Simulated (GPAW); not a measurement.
Sc:

```xyz
2
Lattice="3.3090 0.0000 0.0000 -1.6545 2.8657 0.0000 0.0000 0.0000 5.2733" Properties=species:S:1:pos:R:3 pbc="T T T"
Sc    1.6545    0.9552    3.9550
Sc    0.0000    1.9105    1.3183
```

Base run:

* Program: GPAW 26.7.0
* Functional: LDA
* Potentials or basis: PAW data sets generated in the run's folder for this functional
* Cutoff: 600 eV
* Basis: pw
* k mesh: 7 × 7 × 4
* Occupations: fermi-dirac, width 0.05 eV
* Spin: no spin polarisation

Its results: pressure -5.4 GPa.

Question: The run is repeated on the same cell with these changes: functional from LDA to SOGGA; band points from 100 to 80. What comes out?

Answer: Pressure -3.1 GPa.
